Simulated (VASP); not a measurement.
Write the native input for VASP 6.6.1 that does the following.

| Item | Value |
| --- | --- |
| Task | single point |
| Functional | PBE |
| Potentials or basis | VASP PAW PBE potentials, release 64 (Al, O) |
| Cutoff | 520 eV |
| k mesh | 10 × 10 × 10 |
| Occupations | fermi-dirac, width 0.05 eV |
| Spin | no spin polarisation |
| Further INCAR settings | ALGO = Normal; EDIFF = 1e-07; NBANDS = 12 |

The structure of AlO lies in POSCAR:

```
AlO
1.0
    2.7691900000      0.0000000000      0.0000000000
    0.0000000000      2.7691900000      0.0000000000
    0.0000000000      0.0000000000      2.7691900000
Al O
1 1
Direct
    0.5000000000      0.5000000000      0.5000000000
    0.0000000000      0.0000000000      0.0000000000
```

The cell was built by a generator and needn't be a form met in nature.

These files were run (other wordings do the same):

INCAR

```
SYSTEM = AlO
ALGO     = Normal         ! electronic algorithm
EDIFF    = 1E-7           ! SCF threshold, eV
ENCUT    = 520            ! plane-wave cutoff, eV
GGA      = PE             ! functional
ISIF     = 2              ! what is computed and relaxed
ISMEAR   = -1             ! smearing method
LASPH    = .TRUE.         ! aspherical terms in the spheres
LCHARG   = .FALSE.        ! write CHGCAR
LREAL    = .FALSE.        ! projectors in reciprocal space
LWAVE    = .FALSE.        ! write WAVECAR
NBANDS   = 12             ! bands
NELM     = 80             ! most SCF steps
PREC     = Accurate       ! precision mode
SIGMA    = 0.05           ! smearing width, eV
```

KPOINTS

```
k-points
0
G
  10 10 10
  0 0 0
```

Potentials or basis: VASP PAW PBE potentials, release 64 (Al, O).

Run with:

```console
$ cat potpaw_PBE.64/Al/POTCAR potpaw_PBE.64/O/POTCAR > POTCAR
$ mpirun -np 1 vasp_std > vasp.out
```

Results of the run:

```
Pressure               : -0.1 GPa
Band gap on the k mesh : none (metal or under the smearing width)
```

Caveat: an odd number of electrons without spin polarisation forces a metal; a magnetic or distorted state may lie lower.

It took 4.8 s on 1 thread of Intel(R) Xeon(R) 6975P-C (Granite Rapids), on a shared host, peak memory 0.14 GiB.
